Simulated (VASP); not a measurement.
# InP (F-43m) in VASP: a series of runs

One crystal, InP, is run at these levels: PBE; tasks: relaxation of cell and atoms.

All numbers are computed with VASP 6.6.1; they aren't measurements. Logs are shortened: lines on timing, memory, paths and dates and some standing lists are left out, and cuts for length are marked.

## (1) The crystal as given

Symmetry: F-43m, No. 216, cubic system. The conventional cell has a = 5.861 Å, b = 5.861 Å, c = 5.861 Å, α = 90.00°, β = 90.00°, γ = 90.00°. In (site symmetry -43m) is surrounded by 4 P at 2.54 Å. Around P (site symmetry -43m) lie 4 In at 2.54 Å.

## (2) Relaxation of cell and atoms, PBE

Input file INCAR:

```
SYSTEM = InP
ALGO = Normal ; EDIFF = 1E-7
EDIFFG = -0.002 ; ENCUT = 520
GGA = PE ; IBRION = 2
ISIF = 3 ; ISMEAR = 0
KPAR = 4 ; LASPH = .TRUE.
LCHARG = .FALSE. ; LREAL = .FALSE.
LWAVE = .FALSE. ; NELM = 80
NSW = 80 ; PREC = Accurate
SIGMA = 0.02
```

Input file KPOINTS:

```
k-points
0
G
  10 10 10
  0 0 0
```

Input file POSCAR:

```
InP
1.0
    0.0000000000      2.9305000000      2.9305000000
    2.9305000000      0.0000000000      2.9305000000
    2.9305000000      2.9305000000      0.0000000000
In P
1 1
Direct
    0.0000000000      0.0000000000      0.0000000000
    0.2500000000      0.2500000000      0.2500000000
```

Potentials or basis: VASP PAW PBE potentials, release 64 (In_d, P).

Started as:

```console
$ cat potpaw_PBE.64/In_d/POTCAR potpaw_PBE.64/P/POTCAR > POTCAR
$ mpirun -np 4 vasp_std > vasp.out
```

OUTCAR:

```text
SYSTEM = InP
   EDIFF = 1E-7
   EDIFFG = -0.002
   ENCUT = 520
   GGA = PE
   IBRION = 2
   ISIF = 3
   ISMEAR = 0
   LASPH = .TRUE.
   LREAL = .FALSE.
   NELM = 80
   NSW = 80
   PREC = Accurate

 ion  position               nearest neighbor table
   1  0.000  0.000  0.000-   2 2.54   2 2.54   2 2.54   2 2.54
   2  0.250  0.250  0.250-   1 2.54   1 2.54   1 2.54   1 2.54

  LATTYP: Found a face centered cubic cell.
 ALAT       =     5.8610000000

  Lattice vectors:

 A1 = (   0.0000000000,   2.9305000000,   2.9305000000)
 A2 = (   2.9305000000,   0.0000000000,   2.9305000000)
 A3 = (   2.9305000000,   2.9305000000,   0.0000000000)

Analysis of symmetry for initial positions (statically):
=====================================================================
 Subroutine PRICEL returns:
 Original cell was already a primitive cell.

 Routine SETGRP: Setting up the symmetry group for a
 face centered cubic supercell.

 Subroutine GETGRP returns: Found 24 space group operations
 (whereof 24 operations were pure point group operations)
 out of a pool of 48 trial point group operations.

The static configuration has the point symmetry T_d .

Analysis of symmetry for dynamics (positions and initial velocities):
=====================================================================
 Subroutine PRICEL returns:
 Original cell was already a primitive cell.

 Routine SETGRP: Setting up the symmetry group for a
 face centered cubic supercell.

 Subroutine GETGRP returns: Found 24 space group operations
 (whereof 24 operations were pure point group operations)
 out of a pool of 48 trial point group operations.

The dynamic configuration has the point symmetry T_d .

 Subroutine INISYM returns: Found 24 space group operations
 (whereof 24 operations are pure point group operations),
 and found     1 'primitive' translations

----------------------------------------------------------------------------------------

                                     Primitive cell

  volume of cell :      50.3333

  direct lattice vectors                    reciprocal lattice vectors
     0.000000000  2.930500000  2.930500000    -0.170619348  0.170619348  0.170619348
     2.930500000  0.000000000  2.930500000     0.170619348 -0.170619348  0.170619348
     2.930500000  2.930500000  0.000000000     0.170619348  0.170619348 -0.170619348

  length of vectors
     4.144352845  4.144352845  4.144352845     0.295521380  0.295521380  0.295521380

  position of ions in fractional coordinates (direct lattice)
     0.000000000  0.000000000  0.000000000
     0.250000000  0.250000000  0.250000000

  ion indices of the primitive-cell ions
   primitive index   ion index
                 1           1
                 2           2

----------------------------------------------------------------------------------------

 KPOINTS: k-points

Automatic generation of k-mesh.
 Grid dimensions read from file:
 generate k-points for:   10   10   10

 Generating k-lattice:

  Cartesian coordinates                     Fractional coordinates (reciprocal lattice)
    -0.017061935  0.017061935  0.017061935     0.100000000  0.000000000  0.000000000
     0.017061935 -0.017061935  0.017061935     0.000000000  0.100000000  0.000000000
     0.017061935  0.017061935 -0.017061935     0.000000000  0.000000000  0.100000000

  Length of vectors
     0.029552138  0.029552138  0.029552138

  Shift w.r.t. Gamma in fractional coordinates (k-lattice)
     0.000000000  0.000000000  0.000000000

 Subroutine IBZKPT returns following result:
 ===========================================

 Found     47 irreducible k-points:

 Following reciprocal coordinates:
            Coordinates               Weight
  0.000000  0.000000  0.000000      1.000000
  0.100000  0.000000  0.000000      8.000000
  0.200000  0.000000  0.000000      8.000000
  0.300000  0.000000  0.000000      8.000000
  0.400000  0.000000  0.000000      8.000000
  0.500000  0.000000  0.000000      4.000000
[... 16 lines left out ...]
  0.300000  0.300000  0.000000      6.000000
  0.400000  0.300000  0.000000     24.000000
 [... further k-points ...]
   k-points           NKPTS =     47   k-points in BZ     NKDIM =     47   number of bands    NBANDS=     13
   number of dos      NEDOS =    301   number of ions     NIONS =      2
   total plane-waves  NPLWV =  32768
   dimension x,y,z NGX =    32 NGY =   32 NGZ =   32
   dimension x,y,z NGXF=    64 NGYF=   64 NGZF=   64
   ions per type =               1   1
   NGX,Y,Z   is equivalent  to a cutoff of  12.84, 12.84, 12.84 a.u.
   NGXF,Y,Z  is equivalent  to a cutoff of  25.67, 25.67, 25.67 a.u.
 SYSTEM =  InP
   PREC   = accura    normal or accurate (medium, high low for compatibility)
   ISTART =      0    job   : 0-new  1-cont  2-samecut
   ICHARG =      2    charge: 1-file 2-atom 10-const
   ISPIN  =      1    spin polarized calculation?
   LNONCOLLINEAR =      F non collinear calculations
   LSORBIT =      F    spin-orbit coupling
   LASPH  =      T    aspherical Exc in radial PAW
   ENCUT  =  520.0 eV  38.22 Ry    6.18 a.u.   7.71  7.71  7.71*2*pi/ulx,y,z
   NELM   =     80;   NELMIN=  2; NELMDL= -5     # of ELM steps
   EDIFF  = 0.1E-06   stopping-criterion for ELM
   LREAL  =      F    real-space projection
   EDIFFG = -.2E-02   stopping-criterion for IOM
   NSW    =     80    number of steps for IOM
   IBRION =      2    ionic relax: 0-MD 1-quasi-New 2-CG
   NFREE  =      1    steps in history (QN), initial steepest desc. (CG)
   ISIF   =      3    stress and relaxation
   ISYM   =      2    0-nonsym 1-usesym 2-fastsym
   POTIM  = 0.5000    time-step for ionic-motion
   TEBEG  =    0.0;   TEEND  =   0.0 temperature during run
   PSTRESS=    0.0 pullay stress
   NELECT =      18.0000    total number of electrons
   NUPDOWN=      -1.0000    fix difference up-down
   EMIN   =  10.00;   EMAX   =-10.00  energy-range for DOS
   EFERMI =   0.00;   METHOD = LEGACY
   ISMEAR =     0;   SIGMA  =   0.02  broadening in eV -4-tet -1-fermi 0-gaus
   EFERMI_NEDOS =   21; number of points for ismear=-14 and -15
   IALGO  =     38    algorithm
   IMIX   =      4    mixing-type and parameters
     AMIX     =   0.40;   BMIX     =  1.00
     AMIX_MAG =   1.60;   BMIX_MAG =  1.00
  volume/ion in A,a.u.               =      25.17       169.83
  Fermi-wavevector in a.u.,A,eV,Ry     =   1.162021  2.195901 18.371846  1.350293
  Thomas-Fermi vector in A             =   2.298587
   LORBIT       =      0    0 simple, 1 ext, 2 COOP (PROOUT), +10 PAW based schemes
   GGA     = PE    functional components
   LHFCALC =     F    Hartree Fock is set to
   AEXX    =    0.0000 exact exchange contribution
   IVDW    =     0    specifies the selected vdW correction
   LEPSILON=     F    determine dielectric tensor
   LRPA    =     F    only Hartree local field effects (RPA)
 conjugate gradient relaxation of ions
 non-spin polarized calculation
 Gauss-broadening in eV      SIGMA  =   0.02
  energy-cutoff  :      520.00
  volume of cell :       50.33
 maximum number of plane-waves:      1380
   NGX = 15   NGY = 15   NGZ = 15

--------------------------------------- Ionic step        1  -------------------------------------------

 number of electron      18.0000005 magnetization

 Free energy of the ion-electron system (eV)
  ---------------------------------------------------
  ext. energy  EPLUGINS =         0.00000000
  ---------------------------------------------------
  free energy    TOTEN  =        -8.38247498 eV

  energy without entropy =       -8.38247498  energy(sigma->0) =       -8.38247498

------------------------ aborting loop because EDIFF is reached ----------------------------------------

  FORCE on cell =-STRESS in cart. coord.  units (eV):
  Direction    XX          YY          ZZ          XY          YZ          ZX
  --------------------------------------------------------------------------------------
  -------------------------------------------------------------------------------------
  Total        1.0326927      1.0326927      1.0326927      0.0000000     -0.0000000     -0.0000000
  in kB       32.8720290     32.8720290     32.8720290      0.0000000     -0.0000000     -0.0000000
  external PRESSURE =      32.8720290 kB  Pullay stress =       0.0000000 kB
[... 57 lines left out ...]
  energy  without entropy=       -8.4014726796  energy(sigma->0) =       -8.40147268

--------------------------------------- Ionic step        3  -------------------------------------------

 number of electron      18.0000005 magnetization

 Free energy of the ion-electron system (eV)
  ---------------------------------------------------
  ext. energy  EPLUGINS =         0.00000000
  ---------------------------------------------------
  free energy    TOTEN  =        -8.40729088 eV

  energy without entropy =       -8.40729088  energy(sigma->0) =       -8.40729088

 E-fermi :   4.7654     XC(G=0):  -9.0668

 val. band max:        4.6654310771   @ k =   0.0000   0.0000   0.0000
 cond. band min:       5.1094056730   @ k =   0.0000   0.0000   0.0000
 fundamental gap:      0.4439745959
 Fermi energy:         4.7654059236

 k-point     1 :       0.0000    0.0000    0.0000
  band No.  band energies     occupation
      1      -9.4308      2.00000
      2      -9.4308      2.00000
      3      -9.4308      2.00000
      4      -9.3018      2.00000
      5      -9.3018      2.00000
      6      -6.5267      2.00000
      7       4.6654      2.00000
      8       4.6654      2.00000
      9       4.6654      2.00000
     10       5.1094      0.00000
     11       8.7551      0.00000
     12       8.7551      0.00000
     13       8.7551      0.00000
[... 353 lines left out ...]
 k-point    24 :       0.4000    0.3000    0.0000
  band No.  band energies     occupation
      1      -9.5555      2.00000
      2      -9.3662      2.00000
      3      -9.3635      2.00000
      4      -9.3302      2.00000
      5      -9.2794      2.00000
      6      -4.9910      2.00000
      7       0.0518      2.00000
      8       2.6324      2.00000
      9       2.8805      2.00000
     10       6.9634      0.00000
     11       7.6508      0.00000
     12      11.3755      0.00000
     13      12.0122      0.00000

 [... further k-points ...]

------------------------ aborting loop because EDIFF is reached ----------------------------------------

  FORCE on cell =-STRESS in cart. coord.  units (eV):
  Direction    XX          YY          ZZ          XY          YZ          ZX
  --------------------------------------------------------------------------------------
  -------------------------------------------------------------------------------------
  Total        0.0024032      0.0024032      0.0024032      0.0000000      0.0000000     -0.0000000
  in kB        0.0728283      0.0728283      0.0728283      0.0000000      0.0000000     -0.0000000
  external PRESSURE =       0.0728283 kB  Pullay stress =       0.0000000 kB
[... 17 lines left out ...]
  FREE ENERGIE OF THE ION-ELECTRON SYSTEM (eV)
  ---------------------------------------------------
  free  energy   TOTEN  =        -8.4072908823 eV

  energy  without entropy=       -8.4072908823  energy(sigma->0) =       -8.40729088

 reached required accuracy - stopping structural energy minimisation
```

It took 24 s on 4 MPI ranks of Intel Xeon Platinum 8559C (Emerald Rapids), shared host; peak memory 0.19 GiB.

Results:

```
Free energy                            : -8.4073 eV
Relaxed volume                         : 26.43 Å³/atom
Relaxed cell                           : a = 4.213 Å, b = 4.213 Å, c = 4.213 Å, α = 60.00°, β = 60.00°, γ = 60.00°
Space group after relaxing (to 0.05 Å) : F-43m (No. 216)
Energy gained by relaxing              : 12.4 meV/atom
Ionic steps                            : 3
Pressure after relaxing                : 0.0 GPa
Band gap on the k mesh                 : 0.44 eV, direct
```

The path:
```csv
step,energy change (eV),largest force (eV/Å),pressure (GPa),volume (Å³)
1,0.0000,0.0000,3.29,50.33
2,-0.0190,0.0000,-1.38,54.19
3,-0.0248,0.0000,0.01,52.87
```

Final structure:
```
In P
1.0
     0.00000    2.97890    2.97890
     2.97890    0.00000    2.97890
     2.97890    2.97890    0.00000
In P
1 1
Cartesian
  0.0000 0.0000 0.0000
  1.4894 1.4894 1.4894
```

Caveat: spin-orbit coupling is left out, which moves the levels of the heavy elements.

## (3) Relaxation of cell and atoms, PBE

This run uses another cell than the first one, of 26.43 Å³/atom, 1.050 times its volume.

INCAR is that of step 2.

KPOINTS is that of step 2.

Input file POSCAR:

```
InP                                     
1.0
    0.0000000000      2.9788988845      2.9788988845
    2.9788988845     -0.0000000000      2.9788988845
    2.9788988845      2.9788988845     -0.0000000000
  In              P             
     1     1
Direct
     0.0000000000000000    0.0000000000000000    0.0000000000000000
     0.2500000000000000    0.2500000000000000    0.2500000000000000
```

Potentials or basis: VASP PAW PBE potentials, release 64 (In_d, P).

Started as:

```console
$ cat potpaw_PBE.64/In_d/POTCAR potpaw_PBE.64/P/POTCAR > POTCAR
$ mpirun -np 4 vasp_std > vasp.out
```

Wall time 13 s (4 MPI ranks of Intel Xeon Platinum 8559C (Emerald Rapids), shared host); peak memory 0.18 GiB.

The run converged. Its results:

- Free energy: -8.4080 eV
- Pressure after relaxing: 0.0 GPa
- Band gap on the k mesh: 0.44 eV, direct

Final structure:
```
In P
1.0
     0.00000    2.97890    2.97890
     2.97890    0.00000    2.97890
     2.97890    2.97890    0.00000
In P
1 1
Direct
  0.00000 0.00000 0.00000
  0.25000 0.25000 0.25000
```

Levels at points of the mesh, in eV from the valence-band top:
| k point | band 7 | band 8 | band 9 | band 10 | band 11 | band 12 |
| --- | --- | --- | --- | --- | --- | --- |
| (0.00, 0.00, 0.00) | 0.00 | 0.00 | 0.00 | 0.44 | 4.09 | 4.09 |
| (0.50, 0.00, 0.00) | -5.48 | -0.90 | -0.90 | 1.38 | 4.80 | 4.80 |
| (0.50, 0.50, 0.00) | -5.54 | -2.16 | -2.16 | 1.85 | 2.26 | 8.91 |

Caveat: the relaxation stopped at its first step, so nothing moved; spin-orbit coupling is left out, which moves the levels of the heavy elements.
